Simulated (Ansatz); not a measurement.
**Si3N4 stretched along one axis: stress and gap**

Cell: a COD entry, whose atoms a relaxation with PBE at fixed cell left in place.

```yaml
crystal:
  lattice:
    - [-3.23735, 3.23735, 3.23735]
    - [3.23735, -3.23735, 3.23735]
    - [3.23735, 3.23735, -3.23735]
  atoms:
    - { symbol: Si, position: [0.25000, 0.12500, 0.87500] }
    - { symbol: Si, position: [0.87500, 0.25000, 0.12500] }
    - { symbol: Si, position: [0.75000, 0.37500, 0.62500] }
    - { symbol: Si, position: [0.62500, 0.75000, 0.37500] }
    - { symbol: Si, position: [0.12500, 0.87500, 0.25000] }
    - { symbol: Si, position: [0.37500, 0.62500, 0.75000] }
    - { symbol: N, position: [0.56280, 0.56280, 0.56280] }
    - { symbol: N, position: [0.43720, 0.50000, 0.00000] }
    - { symbol: N, position: [0.50000, 0.00000, 0.93720] }
    - { symbol: N, position: [0.00000, 0.43720, 0.50000] }
    - { symbol: N, position: [0.93720, 0.50000, 0.00000] }
    - { symbol: N, position: [0.06280, 0.06280, 0.06280] }
    - { symbol: N, position: [0.00000, 0.93720, 0.50000] }
    - { symbol: N, position: [0.50000, 0.00000, 0.43720] }
```

Sites (sets of like atoms) are named by element and the number of their first atom in this list.

Computed with Ansatz: DFT, PBE, plane waves and PAW, scalar-relativistic, 420 eV cutoff, Γ-centred 6×6×6 k-points, Fermi–Dirac smearing 0.02 eV.

The cell is stretched along z (the third Cartesian axis of the run's cell), x and y held, and the ions relax again each time. Tension counts as positive.

```
strain along z (%)  stress along z (GPa)  stress along x (GPa)  gap on the k-mesh (eV)
                -3                     ?                     ?                       ?
                -2                  -9.5                  -6.0                    4.11
                -1                  -5.7                  -3.9                    4.11
                 0                  -1.9                  -1.9                    4.07
                +1                   1.9                   0.1                    4.03
                +2                   5.5                   1.9                    3.99
                +3                   9.1                   3.7                    3.93
```

(1) Estimate the row at -3 % from the others.

Results:

(1) stress along z (GPa): -13.3; stress along x (GPa): -8.3; gap on the k-mesh (eV): 4.08. Worked: parabolas through the other 6 rows give -13.3 and -8.2 GPa at -3 %. Their slopes at zero strain are 375 GPa (C₁₁) and 199 GPa (C₁₂). They hold at this cell, where the calculated pressure is 1.9 GPa. The gap doesn't change in one direction over the range: it is largest at -1 % (4.11 eV) and smallest at +3 % (3.93 eV), so no single slope describes it.

PBE gaps are too small, by a third to a half in many semiconductors; their changes with strain are better.

All values belong to this cell and structure model.
